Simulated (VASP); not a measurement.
**WS2: single point with r2SCAN**

WS2:

```
CELL_PARAMETERS angstrom
1.58589 0.91561 6.23748
-1.58589 0.91561 6.23748
0.00000 -1.83122 6.23748
ATOMIC_POSITIONS crystal
W 0.00067 0.00067 0.00067
S 0.25056 0.25056 0.25056
S 0.41748 0.41748 0.41748
```

Measurements of this composition are mostly on another form, of space group No. 194.

```
Program                : VASP 6.6.1
Task                   : single point
Functional             : r2SCAN
Potentials or basis    : VASP PAW PBE potentials, release 64 (W_sv, S)
Cutoff                 : 520 eV
k mesh                 : 6 × 6 × 6
Occupations            : gaussian, width 0.01 eV
Spin                   : no spin polarisation
Dipole correction      : no
Further INCAR settings : ALGO = Normal; EDIFF = 1e-06; NBANDS = 20
```

```
Pressure               : 1.4 GPa
Largest force          : 0.025 eV/Å
Band gap on the k mesh : 1.20 eV, indirect (least direct gap 1.97 eV)
```

Forces in eV/Å, atoms in the order of the input:
```
W    0.000  0.000 -0.001
S    0.000  0.000  0.025
S    0.000  0.000 -0.025
```

Stress tensor (GPa, compression positive):
```
1.52 0.00 0.00
0.00 1.52 0.00
0.00 0.00 1.27
```

Levels at points of the mesh, in eV from the valence-band top:
| k point | band 9 | band 10 | band 11 | band 12 | band 13 | band 14 | band 15 | band 16 | band 17 | band 18 |
| --- | --- | --- | --- | --- | --- | --- | --- | --- | --- | --- |
| (0.00, 0.00, 0.00) | -3.72 | -2.45 | -2.45 | -1.73 | -1.17 | 2.37 | 2.37 | 2.63 | 2.63 | 5.17 |
| (0.50, 0.00, 0.00) | -5.49 | -4.35 | -2.72 | -2.01 | -1.76 | 2.40 | 2.73 | 3.92 | 4.10 | 4.76 |
| (0.50, 0.50, 0.00) | -5.19 | -4.28 | -3.27 | -2.18 | -1.61 | 2.36 | 2.87 | 3.50 | 4.55 | 5.32 |
| (0.50, 0.50, 0.50) | -3.73 | -3.73 | -2.42 | -2.42 | 0.00 | 2.45 | 2.45 | 2.51 | 2.51 | 5.38 |

Run time: 2.4 min on 1 thread of Intel(R) Xeon(R) 6975P-C (Granite Rapids), with other jobs on the host, peak memory 0.37 GiB.

Caveat: the PAW data sets were made with another functional, which shifts forces and pressure a little; spin-orbit coupling is left out, which moves the levels of the heavy elements. r2SCAN opens gaps a little over a GGA but as a rule still falls short of measured ones.
